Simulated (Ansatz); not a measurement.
# CdS (CsCl type): the cost of one run

Method: DFT PBE, with the methods named in each step, in Ansatz 0.2.0.

### Step 1. The system as given

It takes space group Pm-3m (No. 221, cubic). Conventional cell: a = 3.410 Å, b = 3.410 Å, c = 3.410 Å, α = 90.00°, β = 90.00°, γ = 90.00°. Cd (site symmetry m-3m) has 8 S at 2.95 Å as nearest neighbours. Around S (site symmetry m-3m) lie 8 Cd at 2.95 Å.

As a file:

```cif
data_structure
_symmetry_space_group_name_H-M 'Pm-3m'
_symmetry_Int_Tables_number 221
_cell_length_a 3.4102
_cell_length_b 3.4102
_cell_length_c 3.4102
_cell_angle_alpha 90.000
_cell_angle_beta 90.000
_cell_angle_gamma 90.000
_cell_volume 39.66
loop_
_atom_site_label
_atom_site_type_symbol
_atom_site_symmetry_multiplicity
_atom_site_Wyckoff_symbol
_atom_site_fract_x
_atom_site_fract_y
_atom_site_fract_z
_atom_site_occupancy
Cd1 Cd 1 a 0.00000 0.00000 0.00000 1
S1 S 1 b 0.50000 0.50000 0.50000 1
```

The file gives the conventional cell by its symmetry; the runs use the cell typed in the input.

Whether this phase is the stable one at these pressures isn't tested.

Atoms are numbered in the order of the input: Cd1, S2.

### Step 2. The reference volume, LAPW

Contents of input.yaml:

```yaml
crystal:
  lattice:
    - [3.4101975917, 0.0, 0.0]
    - [0.0, 3.4101975917, 0.0]
    - [0.0, 0.0, 3.4101975917]
  atoms:
    - { symbol: Cd, position: [0.0, 0.0, 0.0] }
    - { symbol: S, position: [0.5, 0.5, 0.5] }
kpoints:
  mp_grid: { grid: [14, 14, 14] }
  band_path:
    path:
      - [0.0, 0.0, 0.0]
      - [0.0, 0.5, 0.0]
      - [0.5, 0.5, 0.0]
      - [0.0, 0.0, 0.0]
      - [0.5, 0.5, 0.5]
      - [0.0, 0.5, 0.0]
      - [0.5, 0.5, 0.5]
      - [0.5, 0.5, 0.0]
    npoints: 14
scf:
  occupations: { method: fermi_dirac, width: 0.05 }
hamiltonian:
  xc: pbe
  pseudopotentials: { kind: all_electron, lapw: { basis_error: 0.001 } }
output:
  forces: true
  stress: true
  eigenvalues: true
  populations: true
  dos: { projected: true, de: 0.2, e_range: [-14, 8] }
```

Started as:

```sh
$ ansatz run input.yaml --threads 1 --pin off --max-ram 2048MiB --backend cpu --events-out ev --progress --plain --runs-dir out
```

**Question.** How long does this run take on 1 thread of Intel Xeon 6975P-C (Granite Rapids), shared host, and how much memory does it need?

About 13 s, with a peak of 0.42 GiB.
